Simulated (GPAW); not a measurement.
A run of GPAW 26.7.0 is set up as follows.

File run.py:

```python
from ase.io import read
from gpaw import PW
from gpaw.dft import DFT

atoms = read('Ti.xyz')

dft = DFT(atoms,
          mode=PW(600),
          xc='PBE',
          kpts={'size': (7, 7, 9), 'gamma': True},
          occupations={'name': 'fermi-dirac', 'width': 0.05},
          nbands=34,
          convergence={'density': 1e-05, 'energy': 1e-05},
          maxiter=150,
          txt='gpaw.txt')
print(f'Energy: {dft.calculate_energy():.6f} eV')
print('Forces (eV/A):')
print(dft.calculate_forces().round(4))
print('Stress (eV/A^3):', dft.calculate_stress().round(6))
dft.write_gpw_file('gs.gpw')
```

File Ti.xyz:

```xyz
3
Lattice="4.5673748306 0.0000000000 0.0000000000 -2.2836874153 3.9554626319 0.0000000000 0.0000000000 0.0000000000 2.8262442700" Properties=species:S:1:pos:R:3 pbc="T T T"
Ti     2.2836874155      1.3184875438      1.4131221350
Ti    -0.0000000002      2.6369750881      1.4131221350
Ti     0.0000000000      0.0000000000      0.0000000000
```

Potentials or basis: GPAW PAW data sets (gpaw-data 1.2.1), pw.

Launch:

```sh
$ OMP_NUM_THREADS=1 python run.py
```

Task: Predict the band gap on the k mesh.

Result: None (metal or under the smearing width).

Task: Estimate the pressure.

Result: 0.3 GPa.

Stress tensor (GPa, compression positive):
```
0.37 0.00 0.00
0.00 0.37 0.00
0.00 0.00 0.13
```
